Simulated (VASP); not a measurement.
Input for VASP

### KPOINTS
```
Automatic mesh
0
Gamma
8 8 8
0 0 0
```

File POSCAR:
```
BeO
1
    2.6942800000     0.0000000000     0.0000000000
   -1.3471400000     2.3333150000     0.0000000000
    0.0000000000     0.0000000000     4.3760200000
Be O
2 2
Direct
  0.3306250000   0.6657250000  -0.0064530000
  0.6766870000   0.3464000000   0.5004210000
  0.3242790000   0.6611880000   0.3779190000
  0.6684100000   0.3266870000   0.8831140000
```

**INCAR**
```
# general
SYSTEM = BeO
PREC   = Accurate
ENCUT  = 200
LREAL  = .False.
LASPH  = .True.

# electronic loop
EDIFF  = 1E-6
NELM   = 100
ALGO   = Normal

# smearing
ISMEAR = 0
SIGMA  = 0.01

# functional
GGA    = PE

# ions
IBRION = 2
NSW    = 50
ISIF   = 3
EDIFFG = -0.01

# output
LWAVE  = .False.
LCHARG = .False.
```

POTCAR, in this order: Be O (PBE.64 set). Program: vasp_std.

Q: Translate this PBE calculation to Quantum ESPRESSO's pw.x.

A: One equivalent input (not run):
```
&CONTROL
  calculation = 'vc-relax'
  pseudo_dir = './pseudo'
  outdir = './out'
  tprnfor = .true.
  tstress = .true.
  nstep = 50
  forc_conv_thr = 0.00039
/
&SYSTEM
  ibrav = 0
  nat = 4
  ntyp = 2
  ecutwfc = 88
  occupations = 'smearing'
  smearing = 'gaussian'
  degauss = 0.000735
  input_dft = 'pbe'
/
&ELECTRONS
  conv_thr = 7.3e-08
  electron_maxstep = 100
/
&IONS
/
&CELL
/
ATOMIC_SPECIES
  Be 9.012 Be.upf
  O 15.999 O.upf
CELL_PARAMETERS angstrom
     2.6942800    0.0000000    0.0000000
    -1.3471400    2.3333150    0.0000000
     0.0000000    0.0000000    4.3760200
ATOMIC_POSITIONS crystal
  Be   0.3306250  0.6657250 -0.0064530
  Be   0.6766870  0.3464000  0.5004210
  O    0.3242790  0.6611880  0.3779190
  O    0.6684100  0.3266870  0.8831140
K_POINTS automatic
  8 8 8 0 0 0
```
The two are equivalent in intent, not identical: the potentials are each code's own (VASP's PAW set, PseudoDojo norm-conserving files in pw.x), so ENCUT and ecutwfc are chosen apart and not converted; conv_thr bounds pw.x's estimated SCF error, while EDIFF bounds the energy change between steps; forc_conv_thr acts on force components and is met together with etot_conv_thr.

The structure comes from a computed database's BeO entry; how it stands against other phases isn't given here. In the starting cell atoms are displaced from their ideal sites. This run relaxes it. The run is one of a series of settings (EDIFFG = -0.01, ENCUT = 200, IBRION = 2, ISIF = 3, NSW = 50, KPOINTS 8×8×8 Γ-centred mesh against the base run), some of them coarse on purpose.
